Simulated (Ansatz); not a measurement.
KCl, NiAs type, relaxed with r2SCAN in the PAW code Ansatz. Space group P6_3/mmc (No. 194), hexagonal; conventional cell a = 4.340 Å, c = 7.636 Å, 31.14 Å³ an atom. Around K lie 6 Cl at 3.15 Å; around Cl lie 6 K at 3.15 Å.

The axes x, y and z are those of this cell:
```xyz
4
Lattice="4.3401 0.0000 0.0000 -2.1700 3.7586 0.0000 0.0000 0.0000 7.6360" Properties=species:S:1:pos:R:3 pbc="T T T"
K     0.0000    0.0000    0.0000
K     0.0000    0.0000    3.8180
Cl    0.0000    2.5057    1.9090
Cl    2.1700    1.2529    5.7270
```

Unstrained: With PBE the gap is 5.126 eV and direct, at Γ. r2SCAN gives a direct gap of 5.765 eV at Γ. With HSE06 the gap is 6.435 eV and direct, at Γ. Meshes: PBE 12×12×4, r2SCAN 12×12×4, HSE06 6×6×2. Strains are changes of length per length, and xy shears are angles. After each strain the atoms were relaxed again with r2SCAN within the symmetry that the strain leaves, so tilts or polar shifts that break it weren't tested; points keep the names that they have in the unstrained zone. These are computed values for a spin-unpolarised cell that may be hypothetical; none is a measurement.

(1) Apply uniaxial +3.47 % along x, other directions held. How far does the gap move, against the unstrained cell?

(2) Apply xy shear, engineering strain (angle) -1.09 %. How far does the gap move, against the unstrained cell?

Results:

(1) PBE: the gap goes from 5.126 to 5.007 eV (-0.119 eV). r2SCAN: the gap goes from 5.765 to 5.646 eV (-0.119 eV). HSE06: the gap goes from 6.435 to 6.309 eV (-0.126 eV). The r2SCAN energy rises by 2.9 meV an atom.

(2) PBE: the gap goes from 5.126 to 5.116 eV (-0.010 eV). r2SCAN: the gap goes from 5.765 to 5.754 eV (-0.011 eV). HSE06: the gap goes from 6.435 to 6.425 eV (-0.010 eV). The r2SCAN energy rises by 0.1 meV an atom.

The meshes of the hybrids are coarse, so their gaps aren't converged to the digits shown.
